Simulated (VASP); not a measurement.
# Si (P6_3/mmc) in VASP: a series of runs

One crystal, Si, is run at these levels: PBE; tasks: single point.

All numbers are computed with VASP 6.6.1; they aren't measurements. Logs are shortened: lines on timing, memory, paths and dates and some standing lists are left out, and cuts for length are marked.

### Step 1. The structure

It takes space group P6_3/mmc (No. 194, hexagonal). Conventional cell: a = 3.831 Å, b = 3.831 Å, c = 6.333 Å, α = 90.00°, β = 90.00°, γ = 120.00°. Si (site symmetry 3m) has 4 Si at 2.35 to 2.37 Å as nearest neighbours.

This isn't the form of Si at room conditions, which is diamond.

### Step 2. Single point, PBE

The input, INCAR:

```
PREC = Accurate
ENCUT = 400
EDIFF = 1E-6
ISMEAR = 0
SIGMA = 0.05
LREAL = F
LASPH = T
NELM = 100
ALGO = Normal
ISIF = 2
LWAVE = F
LCHARG = F
GGA = PE
NBANDS = 16
ADDGRID = F
```

The input, KPOINTS:

```
Automatic mesh
0
Gamma
  6 6 3
```

The input, POSCAR:

```
Si
1.0
    3.8313174605      0.0000000000      0.0000000000
   -1.9156587303      3.3180182508      0.0000000000
    0.0000000000      0.0000000000      6.3326220002
Si
4
Direct
    0.6655130000      0.3227030000      0.9380340000
    0.3547120000      0.6831860000      0.4293900000
    0.6599490000      0.3251260000      0.5656880000
    0.3139780000      0.6447660000      0.0617650000
```

Potentials or basis: VASP PAW PBE potentials, release 64 (Si).

Started as:

```bash
$ cat potpaw_PBE.64/Si/POTCAR > POTCAR
$ mpirun -np 1 vasp_std > vasp.out
```

OUTCAR:

```text
PREC = Accurate
   ENCUT = 400
   EDIFF = 1E-6
   ISMEAR = 0
   LREAL = F
   LASPH = T
   NELM = 100
   ISIF = 2
   GGA = PE

 Found     56 irreducible k-points:

 Following reciprocal coordinates:
            Coordinates               Weight
  0.000000  0.000000  0.000000      1.000000
  0.166667  0.000000  0.000000      2.000000
  0.000000  0.166667  0.000000      2.000000
 -0.166667  0.166667  0.000000      2.000000
  0.333333  0.000000  0.000000      2.000000
  0.000000  0.333333  0.000000      2.000000
   k-points           NKPTS =     56   k-points in BZ     NKDIM =     56   number of bands    NBANDS=     16
   number of dos      NEDOS =    301   number of ions     NIONS =      4
   total plane-waves  NPLWV =  32928
   dimension x,y,z NGX =    28 NGY =   28 NGZ =   42
   dimension x,y,z NGXF=    56 NGYF=   56 NGZF=   84
   ions per type =               4
   NGX,Y,Z   is equivalent  to a cutoff of  12.15, 12.15, 11.03 a.u.
   NGXF,Y,Z  is equivalent  to a cutoff of  24.30, 24.30, 22.05 a.u.
 SYSTEM =  unknown system
   PREC   = accura    normal or accurate (medium, high low for compatibility)
   ISTART =      0    job   : 0-new  1-cont  2-samecut
   ICHARG =      2    charge: 1-file 2-atom 10-const
   ISPIN  =      1    spin polarized calculation?
   LNONCOLLINEAR =      F non collinear calculations
   LSORBIT =      F    spin-orbit coupling
   LASPH  =      T    aspherical Exc in radial PAW
   ENCUT  =  400.0 eV  29.40 Ry    5.42 a.u.   6.25  6.25 10.33*2*pi/ulx,y,z
   NELM   =    100;   NELMIN=  2; NELMDL= -5     # of ELM steps
   EDIFF  = 0.1E-05   stopping-criterion for ELM
   LREAL  =      F    real-space projection
   EDIFFG = 0.1E-04   stopping-criterion for IOM
   NSW    =      0    number of steps for IOM
   IBRION =     -1    ionic relax: 0-MD 1-quasi-New 2-CG
   NFREE  =      0    steps in history (QN), initial steepest desc. (CG)
   ISIF   =      2    stress and relaxation
   ISYM   =      2    0-nonsym 1-usesym 2-fastsym
   POTIM  = 0.5000    time-step for ionic-motion
   TEBEG  =    0.0;   TEEND  =   0.0 temperature during run
   PSTRESS=    0.0 pullay stress
   NELECT =      16.0000    total number of electrons
   NUPDOWN=      -1.0000    fix difference up-down
   EMIN   =  10.00;   EMAX   =-10.00  energy-range for DOS
   EFERMI =   0.00;   METHOD = LEGACY
   ISMEAR =     0;   SIGMA  =   0.05  broadening in eV -4-tet -1-fermi 0-gaus
   EFERMI_NEDOS =   21; number of points for ismear=-14 and -15
   IALGO  =     38    algorithm
   IMIX   =      4    mixing-type and parameters
     AMIX     =   0.40;   BMIX     =  1.00
     AMIX_MAG =   1.60;   BMIX_MAG =  1.00
  volume/ion in A,a.u.               =      20.13       135.81
  Fermi-wavevector in a.u.,A,eV,Ry     =   0.955384  1.805414 12.418837  0.912759
  Thomas-Fermi vector in A             =   2.084217
   LORBIT       =      0    0 simple, 1 ext, 2 COOP (PROOUT), +10 PAW based schemes
   GGA     = PE    functional components
   LHFCALC =     F    Hartree Fock is set to
   AEXX    =    0.0000 exact exchange contribution
   IVDW    =     0    specifies the selected vdW correction
   LEPSILON=     F    determine dielectric tensor
   LRPA    =     F    only Hartree local field effects (RPA)
 non-spin polarized calculation
 Gauss-broadening in eV      SIGMA  =   0.05
  energy-cutoff  :      400.00
  volume of cell :       80.50
 maximum number of plane-waves:      1473
 NGX is ok and might be reduce to    28
   NGX = 13   NGY = 13   NGZ = 21

 number of electron      16.0000000 magnetization

 Free energy of the ion-electron system (eV)
  ---------------------------------------------------
  ext. energy  EPLUGINS =         0.00000000
  ---------------------------------------------------
  free energy    TOTEN  =       -21.50228083 eV

  energy without entropy =      -21.50205255  energy(sigma->0) =      -21.50216669

 E-fermi :   6.3869     XC(G=0):  -9.3840

 val. band max:        6.3391072436   @ k =   0.0000   0.0000   0.0000
 cond. band min:       6.4425498991   @ k =   0.5000   0.5000   0.0000
 fundamental gap:      0.1034426555
 Fermi energy:         6.3868683909

 k-point     1 :       0.0000    0.0000    0.0000
  band No.  band energies     occupation
      1      -6.1700      2.00000
      2      -3.8302      2.00000
      3      -1.2845      2.00000
      4       4.4652      2.00000
      5       4.5241      2.00000
      6       5.4867      2.00000
[... 8 lines left out ...]
     15      10.3616      0.00000
     16      11.9060      0.00000

 k-point     2 :       0.1667    0.0000    0.0000
  band No.  band energies     occupation
      1      -5.8505      2.00000
      2      -3.5058      2.00000
      3      -1.1392      2.00000
      4       2.6483      2.00000
      5       3.9451      2.00000
      6       4.3371      2.00000
[... 8 lines left out ...]
     15      11.3005      0.00000
     16      11.7277      0.00000

 k-point     3 :       0.0000    0.1667    0.0000
  band No.  band energies     occupation
      1      -5.8486      2.00000
      2      -3.5009      2.00000
      3      -1.1428      2.00000
      4       2.6316      2.00000
      5       3.9054      2.00000
      6       4.2652      2.00000
[... 8 lines left out ...]
     15      11.3358      0.00000
     16      11.5999      0.00000

 k-point     4 :      -0.1667    0.1667    0.0000
  band No.  band energies     occupation
      1      -5.8505      2.00000
      2      -3.5031      2.00000
      3      -1.1412      2.00000
      4       2.6698      2.00000
      5       3.8516      2.00000
      6       4.3812      2.00000
[... 8 lines left out ...]
     15      11.4172      0.00000
     16      11.5347      0.00000

 k-point     5 :       0.3333    0.0000    0.0000
  band No.  band energies     occupation
      1      -4.9418      2.00000
      2      -2.5858      2.00000
      3      -1.3625      2.00000
      4       1.0517      2.00000
      5       1.8213      2.00000
      6       3.2581      2.00000
[... 8 lines left out ...]
     15      12.9249      0.00000
     16      13.1073      0.00000

 k-point     6 :       0.0000    0.3333    0.0000
  band No.  band energies     occupation
      1      -4.9296      2.00000
      2      -2.5549      2.00000
      3      -1.4041      2.00000
      4       1.1191      2.00000
      5       1.6264      2.00000
      6       3.2906      2.00000
[... 8 lines left out ...]
     15      12.9640      0.00000
     16      13.1148      0.00000

 [... further k-points ...]

------------------------ aborting loop because EDIFF is reached ----------------------------------------

  FORCE on cell =-STRESS in cart. coord.  units (eV):
  Direction    XX          YY          ZZ          XY          YZ          ZX
  --------------------------------------------------------------------------------------
  -------------------------------------------------------------------------------------
  Total        0.3524418      0.8830492      1.1902751      0.0468154      0.8485313      0.6816012
  in kB        7.0143521     17.5745813     23.6890390      0.9317275     16.8876020     13.5653329
  external PRESSURE =      16.0926575 kB  Pullay stress =       0.0000000 kB

 VOLUME and BASIS-vectors are now :
 -----------------------------------------------------------------------------
  energy-cutoff  :      400.00
  volume of cell :       80.50
      direct lattice vectors                 reciprocal lattice vectors
     3.831317461  0.000000000  0.000000000     0.261006823  0.150692360  0.000000000
    -1.915658730  3.318018251  0.000000000     0.000000000  0.301384720  0.000000000
     0.000000000  0.000000000  6.332622000     0.000000000  0.000000000  0.157912473

 POSITION                                       TOTAL-FORCE (eV/Angst)
 -----------------------------------------------------------------------------------
      1.93160      1.07073      5.94021        -0.690562     -0.504534     -0.106623
      0.05026      2.26682      2.71916        -0.598468     -1.024822      0.672256
      1.90564      1.07877      3.58229         0.580223      0.972251     -0.425315
     -0.03220      2.13935      0.39113         0.708806      0.557105     -0.140318
 -----------------------------------------------------------------------------------
    total drift:                                0.000011     -0.000050     -0.000007

  FREE ENERGIE OF THE ION-ELECTRON SYSTEM (eV)
  ---------------------------------------------------
  free  energy   TOTEN  =       -21.5022808333 eV

  energy  without entropy=      -21.5020525463  energy(sigma->0) =      -21.50216669
```

OSZICAR:

```text
N       E                     dE             d eps       ncg     rms          rms(c)
DAV:   1     0.190143100567E+02    0.19014E+02   -0.50734E+03  1792   0.667E+02
DAV:   2    -0.204100660537E+02   -0.39424E+02   -0.36168E+02  2464   0.110E+02
DAV:   3    -0.218558263472E+02   -0.14458E+01   -0.14389E+01  2312   0.200E+01
DAV:   4    -0.218720880150E+02   -0.16262E-01   -0.16255E-01  2328   0.274E+00
DAV:   5    -0.218723827966E+02   -0.29478E-03   -0.29476E-03  2424   0.338E-01    0.688E+00
DAV:   6    -0.216165280052E+02    0.25585E+00   -0.10351E-01  2152   0.153E+00    0.419E+00
DAV:   7    -0.214993337355E+02    0.11719E+00   -0.22022E-01  2224   0.232E+00    0.254E-01
DAV:   8    -0.215015895465E+02   -0.22558E-02   -0.15862E-02  2232   0.649E-01    0.123E-01
DAV:   9    -0.215020807881E+02   -0.49124E-03   -0.60474E-04  2496   0.143E-01    0.863E-02
DAV:  10    -0.215022521457E+02   -0.17136E-03   -0.14480E-04  2184   0.610E-02    0.175E-02
DAV:  11    -0.215022787115E+02   -0.26566E-04   -0.28519E-05  2304   0.292E-02    0.852E-03
DAV:  12    -0.215022806290E+02   -0.19175E-05   -0.15992E-06  2256   0.737E-03    0.303E-03
DAV:  13    -0.215022808333E+02   -0.20432E-06   -0.75181E-07  1656   0.465E-03
   1 F= -.21502281E+02 E0= -.21502167E+02  d E =-.228287E-03
```

It took 36 s on 1 thread of AMD EPYC 7R13 (Zen 3), shared host; peak memory 0.15 GiB.

These settings aren't checked as converged: the numbers below hold their error.

What came out:

```yaml
Free_energy: -21.5023 eV
Pressure: 1.6 GPa
Largest_force: 1.364 eV/Å
Band_gap_on_the_k_mesh: 0.10 eV, indirect (least direct gap 0.76 eV)
```

Caveat: an odd mesh through Γ misses points on the zone boundary, where band edges often lie.

### Step 3. Single point, PBE

Changes to INCAR since step 2:

```diff
@@ -1,3 +1,3 @@
 PREC = Accurate
-ENCUT = 400
+ENCUT = 900
 EDIFF = 1E-6
```

The input, KPOINTS:

```
Automatic mesh
0
Gamma
  4 4 2
```

The input, POSCAR:

```
Si
1.0
    3.8313174605      0.0000000000      0.0000000000
   -1.9156587303      3.3180182508      0.0000000000
    0.0000000000      0.0000000000      6.3326220002
Si
4
Direct
    0.6666666667      0.3333333333      0.9369905000
    0.3333333333      0.6666666667      0.4369905000
    0.6666666667      0.3333333333      0.5630095000
    0.3333333333      0.6666666667      0.0630095000
```

Potentials or basis: VASP PAW PBE potentials, release 64 (Si).

Started as:

```bash
$ cat potpaw_PBE.64/Si/POTCAR > POTCAR
$ mpirun -np 1 vasp_std > vasp.out
```

Run time: 19 s. Hardware: 1 thread of AMD EPYC 7R13 (Zen 3), shared host; peak memory 0.25 GiB.

The run converged, but some of its settings lie outside the range that counts as converged, so its numbers aren't taken as properties of the crystal.

Results:

* Free energy: -21.4696 eV
* Pressure: 1.8 GPa
* Largest force: 0.076 eV/Å
* Band gap on the k mesh: 0.41 eV, indirect (least direct gap 1.02 eV)

Caveat: the k mesh is coarse (spacing up to 0.50 Å⁻¹), so the values aren't converged.

### Step 4. Single point, PBE

INCAR is that of step 3.

KPOINTS is that of step 3.

The input, POSCAR:

```
Si
1.0
    3.8313174605      0.0000000000      0.0000000000
   -1.9156587303      3.3180182508      0.0000000000
    0.0000000000      0.0000000000      6.3326220002
Si
4
Direct
    0.6655130000      0.3227030000      0.9380340000
    0.3547120000      0.6831860000      0.4293900000
    0.6599490000      0.3251260000      0.5656880000
    0.3139780000      0.6447660000      0.0617650000
```

Started as:

```bash
$ cat potpaw_PBE.64/Si/POTCAR > POTCAR
$ mpirun -np 1 vasp_std > vasp.out
```

Run time: 41 s. Hardware: 1 thread of AMD EPYC 7R13 (Zen 3), shared host; peak memory 0.25 GiB.

The run converged, but some of its settings lie outside the range that counts as converged, so its numbers aren't taken as properties of the crystal.

Results:

- Free energy: -21.3539 eV
- Pressure: 2.0 GPa
- Largest force: 1.400 eV/Å
- Band gap on the k mesh: 0.10 eV, indirect (least direct gap 0.75 eV)

Caveat: the k mesh is coarse (spacing up to 0.50 Å⁻¹), so the values aren't converged.

### Step 5. Single point, PBE

Changes to INCAR since step 4:

```diff
@@ -1,3 +1,3 @@
 PREC = Accurate
-ENCUT = 900
+ENCUT = 460
 EDIFF = 1E-6
```

The input, KPOINTS:

```
Automatic mesh
0
Gamma
  6 6 3
```

The input, POSCAR:

```
Si
1.0
    3.8313174605      0.0000000000      0.0000000000
   -1.9156587303      3.3180182508      0.0000000000
    0.0000000000      0.0000000000      6.3326220002
Si
4
Direct
    0.6666666667      0.3333333333      0.9369905000
    0.3333333333      0.6666666667      0.4369905000
    0.6666666667      0.3333333333      0.5630095000
    0.3333333333      0.6666666667      0.0630095000
```

Started as:

```bash
$ cat potpaw_PBE.64/Si/POTCAR > POTCAR
$ mpirun -np 1 vasp_std > vasp.out
```

Wall time 12 s (1 thread of AMD EPYC 7R13 (Zen 3), shared host); peak memory 0.14 GiB.

These settings aren't checked as converged: the numbers below hold their error.

What came out:

```
Free energy            : -21.6138 eV
Pressure               : 1.4 GPa
Largest force          : 0.012 eV/Å
Band gap on the k mesh : 0.42 eV, indirect (least direct gap 1.03 eV)
```

Caveat: an odd mesh through Γ misses points on the zone boundary, where band edges often lie.

### Step 6. Single point, PBE

INCAR is that of step 5.

KPOINTS is that of step 5.

The input, POSCAR:

```
Si
1.0
    3.8313174605      0.0000000000      0.0000000000
   -1.9156587303      3.3180182508      0.0000000000
    0.0000000000      0.0000000000      6.3326220002
Si
4
Direct
    0.6655130000      0.3227030000      0.9380340000
    0.3547120000      0.6831860000      0.4293900000
    0.6599490000      0.3251260000      0.5656880000
    0.3139780000      0.6447660000      0.0617650000
```

Potentials or basis: VASP PAW PBE potentials, release 64 (Si).

Started as:

```bash
$ cat potpaw_PBE.64/Si/POTCAR > POTCAR
$ mpirun -np 1 vasp_std > vasp.out
```

Run time: 39 s. Hardware: 1 thread of AMD EPYC 7R13 (Zen 3), shared host; peak memory 0.16 GiB.

The run converged, but some of its settings lie outside the range that counts as converged, so its numbers aren't taken as properties of the crystal.

Results:

```
Free energy            : -21.5028 eV
Pressure               : 1.6 GPa
Largest force          : 1.364 eV/Å
Band gap on the k mesh : 0.10 eV, indirect (least direct gap 0.76 eV)
```

Caveat: an odd mesh through Γ misses points on the zone boundary, where band edges often lie.
